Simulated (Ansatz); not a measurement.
# TiO2 (I4_1/amd): a vacancy on Ti

One table from this session's results is given with a row withheld; the runs are named, their logs left out.

All numbers below are computed with Ansatz 0.2.0 (DFT PBEsol, scalar-relativistic, plane waves, PAW).

4 further runs of the same task are left out: 4 set aside as unsound or not needed.

## The structure to begin with

The cell holds 29 atoms (O20Ti9): a = 7.639 Å, b = 7.639 Å, c = 7.639 Å, α = 102.54°, β = 113.04°, γ = 113.04°.

The coordinates of this cell stand in the input of its own run.

The host was relaxed before at PBEsol: a = 3.769 Å, b = 3.769 Å, c = 9.558 Å, α = 90.00°, β = 90.00°, γ = 90.00° (conventional cell), 11.314 Å³/atom.

Places, in fractions of the supercell: a vacancy on Ti at (0.400, 0.600, 0.800). Its neighbours start displaced at random by about 0.03 Å.

Set-up of the first run:

The input, input.yaml:

```yaml
crystal:
  lattice:
    - [-1.8843961947, 1.8843961947, 4.7791519191]
    - [1.8843961947, -1.8843961947, 4.7791519191]
    - [1.8843961947, 1.8843961947, -4.7791519191]
  atoms:
    - { symbol: Ti, position: [0.0, 0.0, 0.0] }
    - { symbol: Ti, position: [0.75, 0.25, 0.5] }
    - { symbol: O, position: [0.9574304757, 0.4574304757, 0.5] }
    - { symbol: O, position: [0.2074304757, 0.2074304757, 0.0] }
    - { symbol: O, position: [0.5425695243, 0.0425695243, 0.5] }
    - { symbol: O, position: [0.7925695243, 0.7925695243, 0.0] }
basis:
  ecutwfc: 420
  xc_grid: 2
kpoints:
  mp_grid: { grid: [10, 10, 10] }
  band_path: { path: [VBM, CBM], npoints: 2 }
hamiltonian:
  xc: pbesol
scf:
  occupations: { method: gaussian, width: 0.02 }
output:
  forces: true
  stress: true
  eigenvalues: true
```

Started as:

```
$ ansatz run input.yaml --threads 8 --pin off --max-ram 16384MiB --backend cpu --events-out ev --progress --plain --runs-dir out
```

Steps of the session up to this table: Band edges of the host over the zone; Dielectric tensors of the host, without U; The perfect crystal in the supercell of 30 atoms; Charge 0, atoms relaxed; Charge -1, atoms relaxed; More of the same log: V_Ti, charge -1, atoms relaxed at the host's cell; Charge -4, atoms relaxed; More of the same log: V_Ti, charge -4, atoms relaxed at the host's cell.

One of the session's tables, all rows but one given; the rest of the session is left out.

It belongs to the step «The neighbours». 

```
      state  cell moment (μB)
ideal sites              0.00
   charge 0                 ?
  charge -1              3.00
  charge -4              0.00
```

Q: Estimate the row for charge 0 from the others.

As computed: cell moment (μB): 4.00. In the column «cell moment (μB)» it is the highest.

Caveats from the session: The program doubts the potential alignment. Warnings in the runs' records: seeded moment not kept, field response mesh resolution.
